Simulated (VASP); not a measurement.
# BaSrTi2O6 (P4/mmm) in VASP: notebook, part 2 of 2

VASP 6.6.1. Earlier steps stand in the parts before.

**3. Relaxation of cell and atoms, PBEsol**

This run uses another cell than the first one, of 12.23 Å³/atom, 0.988 times its volume.

File INCAR:

```
SYSTEM = BaSrTi2O6
PREC = Accurate
ENCUT = 600
EDIFF = 1E-7
ISMEAR = 0
SIGMA = 0.03
LREAL = .False.
LASPH = .True.
NELM = 80
ALGO = Normal
ISIF = 3
LWAVE = .False.
LCHARG = .False.
GGA = PS
IBRION = 2
NSW = 90
EDIFFG = -0.005
LUSENCCL = .False.
```

File KPOINTS:

```
Automatic mesh
0
Gamma
  6 6 6
  0 0 0
```

File POSCAR:

```
BaSrTi2O6                               
1.0
   -3.9406212189      3.9406212189      3.9373895453
    3.9406212189     -3.9406212189      3.9373895453
    3.9406212189      3.9406212189     -3.9373895453
  Sr              Ba              Ti              O             
     2     2     4    12
Direct
     0.5000000000000000    0.5000000000000000    0.5000000000000000
     0.0000000000000000    0.0000000000000000    0.5000000000000000
     0.0000000000000000    0.5000000000000000    0.0000000000000000
     0.5000000000000000    0.0000000000000000    0.0000000000000000
     0.0000000000000000    0.0000000000000000    0.0000000000000000
     0.5000000000000000    0.5000000000000000    0.0000000000000000
     0.5000000000000000    0.0000000000000000    0.5000000000000000
     0.0000000000000000    0.5000000000000000    0.5000000000000000
     0.0040548400124545    0.2500000000000000    0.2540548400124545
     0.5040548400124546    0.7500000000000000    0.2540548400124545
     0.4959451599875455    0.2500000000000000    0.7459451599875454
     0.9959451599875454    0.7500000000000000    0.7459451599875454
     0.2500000000000000    0.0040548400124545    0.2540548400124545
     0.7500000000000000    0.5040548400124546    0.2540548400124545
     0.7500000000000000    0.9959451599875454    0.7459451599875454
     0.2500000000000000    0.4959451599875455    0.7459451599875454
     0.2500000000000000    0.2500000000000000    0.0000000000000000
     0.7500000000000000    0.7500000000000000    0.0000000000000000
     0.7500000000000000    0.2500000000000000    0.5000000000000000
     0.2500000000000000    0.7500000000000000    0.5000000000000000
```

Potentials or basis: VASP PAW PBE potentials, release 64 (Sr_sv, Ba_sv, Ti_sv, O).

Launch:

```
$ cat potpaw_PBE.64/Sr_sv/POTCAR potpaw_PBE.64/Ba_sv/POTCAR potpaw_PBE.64/Ti_sv/POTCAR potpaw_PBE.64/O/POTCAR > POTCAR
$ mpirun -np 1 vasp_std > vasp.out
```

OUTCAR:

```text
SYSTEM = BaSrTi2O6
   PREC = Accurate
   ENCUT = 600
   EDIFF = 1E-7
   ISMEAR = 0
   LREAL = .False.
   LASPH = .True.
   NELM = 80
   ISIF = 3
   GGA = PS
   IBRION = 2
   NSW = 90
   EDIFFG = -0.005

 ion  position               nearest neighbor table
   1  0.500  0.500  0.500-   9 2.76  10 2.76  11 2.76  12 2.76  13 2.76  14 2.76  15 2.76  16 2.76
                            18 2.79  19 2.79  20 2.79  17 2.79   5 3.41   6 3.41   7 3.41   6 3.41
   2  0.000  0.000  0.500-   9 2.76  10 2.76  11 2.76  12 2.76  13 2.76  14 2.76  15 2.76  16 2.76
                            17 2.79  19 2.79  20 2.79  18 2.79   5 3.41   6 3.41   7 3.41   5 3.41
   3  0.000  0.500  0.000-  17 2.79  18 2.79  20 2.79  19 2.79  14 2.81  16 2.81  10 2.81  13 2.81
[... 2615 lines left out ...]
  external PRESSURE =      -0.0949767 kB  Pullay stress =       0.0000000 kB

 VOLUME and BASIS-vectors are now :
 -----------------------------------------------------------------------------
  energy-cutoff  :      600.00
  volume of cell :      244.60
      direct lattice vectors                 reciprocal lattice vectors
    -3.941600359  3.941600359  3.935907925     0.000000000  0.126852028  0.127035492
     3.941600359 -3.941600359  3.935907925     0.126852028  0.000000000  0.127035492
     3.941600359  3.941600359 -3.935907925     0.126852028  0.126852028  0.000000000

 POSITION                                       TOTAL-FORCE (eV/Angst)
 -----------------------------------------------------------------------------------
      1.97080      1.97080      1.96795         0.000000      0.000000      0.000000
     -1.97080      5.91240      1.96795         0.000000      0.000000      0.000000
      1.97080      5.91240      1.96795         0.000000      0.000000      0.000000
      1.97080      5.91240     -1.96795         0.000000      0.000000      0.000000
      0.00000      7.88320      0.00000         0.000000     -0.000000      0.000000
      3.94160      3.94160      0.00000         0.000000      0.000000      0.000000
[... 12 lines left out ...]
     -0.00000      3.94160      1.96795         0.000000      0.000000      0.000000
      3.94160     -0.00000      1.96795         0.000000      0.000000      0.000000
 -----------------------------------------------------------------------------------
    total drift:                                0.000000      0.000000     -0.000000

  FREE ENERGIE OF THE ION-ELECTRON SYSTEM (eV)
  ---------------------------------------------------
  free  energy   TOTEN  =      -167.9317741906 eV

  energy  without entropy=     -167.9317741906  energy(sigma->0) =     -167.93177419

 reached required accuracy - stopping structural energy minimisation
```

Run time: 8.7 min. Hardware: 1 × NVIDIA H100 80GB with 1 thread of AMD EPYC 7R13 (Zen 3), shared host; peak memory 1.8 GiB.

What came out:

- Free energy: -167.9318 eV
- Relaxed volume: 12.23 Å³/atom
- Relaxed cell: a = 6.824 Å, b = 6.824 Å, c = 6.824 Å, α = 109.43°, β = 109.43°, γ = 109.55°
- Space group after relaxing (to 0.05 Å): P4/mmm (No. 123)
- Energy gained by relaxing: 0.0 meV/atom
- Ionic steps: 2
- Pressure after relaxing: 0.0 GPa
- Band gap on the k mesh: 1.76 eV

Final structure:
```yaml
crystal:
  lattice:
    - [-3.94160, 3.94160, 3.93591]
    - [3.94160, -3.94160, 3.93591]
    - [3.94160, 3.94160, -3.93591]
  atoms:
    - { symbol: Sr, position: [0.50000, 0.50000, 0.50000] }
    - { symbol: Sr, position: [0.00000, 0.00000, 0.50000] }
    - { symbol: Ba, position: [0.00000, 0.50000, 0.00000] }
    - { symbol: Ba, position: [0.50000, 0.00000, 0.00000] }
    - { symbol: Ti, position: [0.00000, 0.00000, 0.00000] }
    - { symbol: Ti, position: [0.50000, 0.50000, 0.00000] }
    - { symbol: Ti, position: [0.50000, 0.00000, 0.50000] }
    - { symbol: Ti, position: [0.00000, 0.50000, 0.50000] }
    - { symbol: O, position: [0.00404, 0.25000, 0.25404] }
    - { symbol: O, position: [0.50404, 0.75000, 0.25404] }
    - { symbol: O, position: [0.49596, 0.25000, 0.74596] }
    - { symbol: O, position: [0.99596, 0.75000, 0.74596] }
    - { symbol: O, position: [0.25000, 0.00404, 0.25404] }
    - { symbol: O, position: [0.75000, 0.50404, 0.25404] }
    - { symbol: O, position: [0.75000, 0.99596, 0.74596] }
    - { symbol: O, position: [0.25000, 0.49596, 0.74596] }
    - { symbol: O, position: [0.25000, 0.25000, 0.00000] }
    - { symbol: O, position: [0.75000, 0.75000, 0.00000] }
    - { symbol: O, position: [0.75000, 0.25000, 0.50000] }
    - { symbol: O, position: [0.25000, 0.75000, 0.50000] }
```

Levels at points of the mesh, in eV from the valence-band top:
```tsv
k point	band 76	band 77	band 78	band 79	band 80	band 81	band 82	band 83	band 84	band 85
(0.00, 0.00, 0.00)	-0.22	-0.22	-0.12	-0.10	-0.07	1.76	1.77	1.77	3.68	3.68
(0.50, 0.00, 0.00)	-0.75	-0.61	-0.61	-0.53	-0.53	2.78	2.78	2.93	2.93	3.18
(0.50, 0.50, 0.00)	-0.74	-0.66	-0.56	-0.51	-0.50	2.74	2.81	2.89	2.96	3.16
(0.50, 0.50, 0.50)	-0.73	-0.73	0.00	0.00	0.00	1.92	1.94	1.97	3.64	3.67
```

Caveat: the PAW data sets were made with another functional, which shifts forces and pressure a little; spin-orbit coupling is left out, which moves the levels of the heavy elements. A k mesh can miss the band edges.
